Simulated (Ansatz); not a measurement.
Wanted: the native input for an Ansatz 0.2.0 run.

* Task: relaxation of cell and atoms
* Functional: HSE03
* Potentials or basis: Ansatz PAW
* Cutoff: 420 eV (not typed: the program's choice for these potentials)
* k mesh: 7 × 7 × 7
* Occupations: fermi-dirac, width 0.05 eV
* Spin: collinear spin, ferromagnetic start
* Starting moments: [1.0] μB

Crystal: Ni.

```xyz
1
Lattice="-1.3837 1.3837 1.3837 1.3837 -1.3837 1.3837 1.3837 1.3837 -1.3837" Properties=species:S:1:pos:R:3 pbc="T T T"
Ni    0.0000    0.0000    0.0000
```

This isn't the form of Ni at room conditions, which is fcc.

These files were run (other wordings do the same):

input

```
crystal:
  lattice:
    - [-1.38371547, 1.38371547, 1.38371547]
    - [1.38371547, -1.38371547, 1.38371547]
    - [1.38371547, 1.38371547, -1.38371547]
  atoms:
    - { symbol: Ni, position: [0.0, 0.0, 0.0], spin: 1.0 }
hamiltonian:
  xc: { exchange: pbe, correlation: pbe, exx: { coeff: 0.25, omega: 0.3 } }
  pseudopotentials: { kind: paw }
magnetization:
  spin_polarized: true
kpoints:
  mp_grid: { grid: [7, 7, 7] }
scf:
  occupations: { method: fermi_dirac, width: 0.05 }
output:
  forces: true
  stress: true
  eigenvalues: true
  write_density: true
  write_potential: true
  elf: true
  volumetric_format: npy
relax:
  f_tol: 0.01
  max_steps: 40
  cell: { stress_tol: 0.05 }
```

Results of the run:

```json
{
 "Relaxed volume": "10.95 Å³/atom",
 "Relaxed cell": "a = 2.423 Å, b = 2.423 Å, c = 2.423 Å, α = 109.47°, β = 109.47°, γ = 109.47°",
 "Space group after relaxing (to 0.05 Å)": "Im-3m (No. 229)",
 "Energy gained by relaxing": "7.4 meV/atom",
 "Ionic steps": "7",
 "Pressure after relaxing": "0.0 GPa",
 "Band gap on the k mesh": "none (metal or under the smearing width)",
 "Net moment": "0.86 μB per cell",
 "Absolute moment": "1.06 μB per cell",
 "Site moments": "Ni +0.94 μB"
}
```

Caveat: the k mesh is coarse (spacing up to 0.46 Å⁻¹), so the values aren't converged, least of all with exact exchange; the magnetic or orbital state may not be the lowest; the plane-wave basis is chosen anew once the cell has moved, so the energies of steps on either side of that aren't comparable; the pressure holds a Pulay correction of +0.5 GPa for the finite cutoff; the PAW data sets come from PBE, with cores solved anew for the run's functional, which leaves a small shift of forces and pressure.

Wall time 98 s on 1 × NVIDIA H100 80GB HBM3 with 2 threads of AMD EPYC 7R13 Processor (Zen 3), on a shared host, peak memory 1.6 GiB.
